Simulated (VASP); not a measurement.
**BeTe: relaxation of cell and atoms with PBE**

The system is BeTe.

```
Be Te
1.0
     0.00000    2.83399    2.83399
     2.83399    0.00000    2.83399
     2.83399    2.83399    0.00000
Be Te
1 1
Direct
  0.00000 0.00000 0.00000
  0.75000 0.75000 0.75000
```

```
Program                : VASP 6.6.1
Task                   : relaxation of cell and atoms
Functional             : PBE
Potentials or basis    : VASP PAW PBE potentials, release 64 (Be, Te)
Cutoff                 : 520 eV
k mesh                 : 8 × 8 × 8
Occupations            : gaussian, width 0.1 eV
Spin                   : no spin polarisation
Further INCAR settings : ALGO = Normal; EDIFF = 1e-07; IBRION = 2; POTIM = 0.3; EDIFFG = -0.005; NSW = 60; ISIF = 3
```

| Quantity | Value |
| --- | --- |
| Pressure after relaxing | 0.0 GPa |
| Band gap on the k mesh | 2.02 eV, indirect (least direct gap 3.63 eV) |

Final structure:
```
Be Te
1.0
     0.00000    2.83399    2.83399
     2.83399    0.00000    2.83399
     2.83399    2.83399    0.00000
Be Te
1 1
Direct
  0.00000 0.00000 0.00000
  0.75000 0.75000 0.75000
```

Levels at points of the mesh, in eV from the valence-band top:
```
           k point  band 1  band 2  band 3  band 4  band 5  band 6  band 7  band 8
(0.00, 0.00, 0.00)  -12.17    0.00    0.00    0.00    3.63    3.63    3.63    3.68
(0.50, 0.00, 0.00)  -10.88   -5.42   -1.10   -1.10    3.03    4.60    4.60    7.82
(0.50, 0.50, 0.00)  -10.40   -5.01   -2.57   -2.57    2.02    2.69    9.58    9.58
```

Wall time 7 s on 1 thread of Intel(R) Xeon(R) 6975P-C (Granite Rapids) (shared host), peak memory 0.16 GiB.

Caveat: the relaxation stopped at its first step, so nothing moved; spin-orbit coupling is left out, which moves the levels of the heavy elements. A k mesh can miss the band edges.
